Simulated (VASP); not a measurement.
# MgS (Niningerite): equation of state with PBE

Crystal: MgS (Niningerite).

```
S Mg
1.0
     0.00000    2.60165    2.60165
     2.60165    0.00000    2.60165
     2.60165    2.60165    0.00000
S Mg
1 1
Direct
  0.50000 0.50000 0.50000
  0.00000 0.00000 0.00000
```

```yaml
Program: VASP 6.6.1
Task: equation of state
Functional: PBE
Potentials_or_basis: VASP PAW PBE potentials, release 64 (S, Mg)
Cutoff: 520 eV
k_mesh: 9 × 9 × 9
Occupations: fermi-dirac, width 0.05 eV
Spin: no spin polarisation
```

```yaml
Equilibrium_volume: 17.82 Å³/atom
Bulk_modulus: 75 GPa
Pressure_derivative_of_the_bulk_modulus: 4.1
```

Energy against volume, from the lowest point:
```
volume (Å³/atom)  energy (meV/atom)
          16.553              23.40
          16.905              11.62
          17.257               4.05
          17.609               0.30
          17.962               0.00
          18.314               2.81
          18.666               8.43
```

All runs of the series together: 2 min on 1 thread of AMD EPYC 7R13 Processor (Zen 3), with other jobs on the host.

PBE usually gives volumes a little too large and moduli too small. Zero-point motion and thermal expansion aren't in these numbers.
